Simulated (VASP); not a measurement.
Here is a VASP 6.6.1 calculation.

File INCAR:

```
SYSTEM = Zn
  PREC = Accurate
  ENCUT = 600
  EDIFF = 1E-6
  ISMEAR = 1
  SIGMA = 0.1
  LREAL = .False.
  LASPH = .True.
  NELM = 80
  ALGO = Normal
  ISIF = 3
  LWAVE = .False.
  LCHARG = .False.
  METAGGA = R2SCAN
  LMIXTAU = .True.
  IBRION = 2
  NSW = 90
  EDIFFG = -0.01
```

Contents of KPOINTS:

```
Automatic mesh
0
Gamma
  18 18 8
  0 0 0
```

POSCAR

```
Zn
1.0
    2.6700000000      0.0000000000      0.0000000000
   -1.3350000000      2.3122878281      0.0000000000
    0.0000000000      0.0000000000      4.9660000000
Zn
2
Direct
    0.3333333333      0.6666666667      0.2500000000
    0.6666666667      0.3333333333      0.7500000000
```

Potentials or basis: VASP PAW PBE potentials, release 64 (Zn).

Run with:

```console
$ cat potpaw_PBE.64/Zn/POTCAR > POTCAR
$ mpirun -np 1 vasp_std > vasp.out
```

Question: Estimate the relaxed cell.

Answer: a = 2.595 Å, b = 2.595 Å, c = 5.029 Å, α = 90.00°, β = 90.00°, γ = 120.00°.

Question: Estimate the relaxed volume.

Answer: 14.66 Å³/atom.

Question: Estimate the band gap on the k mesh.

Answer: None (metal or under the smearing width).

Final structure:
```yaml
crystal:
  lattice:
    - [2.59470, 0.00000, 0.00000]
    - [-1.29735, 2.24707, 0.00000]
    - [0.00000, 0.00000, 5.02852]
  atoms:
    - { symbol: Zn, position: [0.33333, 0.66667, 0.25000] }
    - { symbol: Zn, position: [0.66667, 0.33333, 0.75000] }
```

Caveat: the PAW data sets were made with another functional, which shifts forces and pressure a little.
